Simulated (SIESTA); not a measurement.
Crystal: SnO2.

```
Sn O
1.0
     4.78800    0.00000    0.00000
     0.00000    4.86658    0.00000
     0.00000    0.00000    3.24090
Sn O
2 4
Cartesian
  0.0000 0.0000 0.0000
  2.3940 2.4333 1.6204
  3.3906 3.3042 0.0000
  0.9966 3.9957 1.6204
  3.7914 0.8709 1.6204
  1.3974 1.5624 0.0000
```

The cell is a database's computed one.

| Quantity | Value |
| --- | --- |
| Program | SIESTA 5.4.2 |
| Task | single point |
| Functional | PBE |
| Potentials or basis | PseudoDojo 0.4 standard (PBE files) |
| Basis | DZP (energy shift 0.003 Ry; two zetas on semicore shells) |
| Grid cutoff | 800 Ry |
| Energy shift | 0.003 Ry |
| k mesh | 6 × 6 × 8 |
| Occupations | fermi-dirac, width 0.05 eV |
| Spin | no spin polarisation |

On this cell: pressure 5.1 GPa; largest force 0.019 eV/Å; band gap on the k mesh 0.61 eV, direct.

The same run follows on a disturbed copy (atoms moved at random, drawn with an rms of 0.05 Å):

```
Sn O
1.0
     4.78800    0.00000    0.00000
     0.00000    4.86658    0.00000
     0.00000    0.00000    3.24090
Sn O
2 4
Direct
  0.99842 0.99965 0.99104
  0.50464 0.50747 0.49559
  0.70051 0.67385 0.99245
  0.20310 0.81863 0.49194
  0.79013 0.17811 0.48941
  0.29065 0.31972 0.99237
```

Question: What does the disturbed cell give?

Answer: The energy moves by +9.8 meV/atom; pressure 5.7 GPa; largest force 1.539 eV/Å; band gap on the k mesh 0.57 eV, direct.

Forces in eV/Å, atoms in the order of the input:
```
Sn   0.091  0.233 -0.020
Sn  -1.023 -1.126 -0.230
O    0.866  0.842  0.124
O   -0.053 -0.049 -0.019
O   -0.072 -0.078  0.084
O    0.191  0.179  0.061
```

Stress tensor (GPa, compression positive):
```
 4.48 -0.02  0.00
-0.02  3.81  0.19
 0.00  0.19  8.94
```

Caveats: spin-orbit coupling is left out, which moves the levels of the heavy elements; the basis of atomic orbitals isn't converged, which shifts pressures, moduli and gaps.

